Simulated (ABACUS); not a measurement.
Be under changes of volume

One of the cells (8.105 Å³/atom); the others are scaled copies at fixed shape and fractional positions:

```xyz
2
Lattice="2.2853 0.0000 0.0000 -1.1426 1.9791 0.0000 0.0000 0.0000 3.5842" Properties=species:S:1:pos:R:3 pbc="T T T"
Be    1.1427    0.6597    2.6882
Be    0.0000    1.3194    0.8961
```

| Item | Value |
| --- | --- |
| Program | ABACUS 3.10.1 |
| Functional | PBE |
| Potentials or basis | PseudoDojo NC SR 0.4.1 PBE standard |
| Cutoff | 1211 eV |
| Density cutoff | 4844 eV |
| Basis | plane waves |
| k mesh | 13 × 13 × 8 |
| Occupations | fermi-dirac, width 0.05 eV |
| Spin | no spin polarisation |

```csv
volume (Å³/atom),energy over the lowest point (meV/atom),pressure (GPa)
7.619,6.41,6.0
7.781,1.78,3.1
7.943,0.00,0.4
8.105,0.80,-2.0
8.268,?,?
8.430,9.32,-6.3
8.592,16.65,-8.2
```

What does the run at 8.268 Å³/atom give?

Energy over the lowest point 3.98 meV/atom; pressure -4.3 GPa.

Worked out: A Birch-Murnaghan fit of order 3 (a polynomial in V^(-2/3)) to the other rows has its minimum at 7.97 Å³/atom with B0 = V·E''(V) = 124 GPa and B' = 3.4 at fixed shape and positions, which overstates the stiffness. It gives 3.99 meV/atom at 8.268 Å³/atom, against the run's 3.98, and -dE/dV = -4.2 GPa, against -4.3.

Energies are extrapolated to zero smearing.
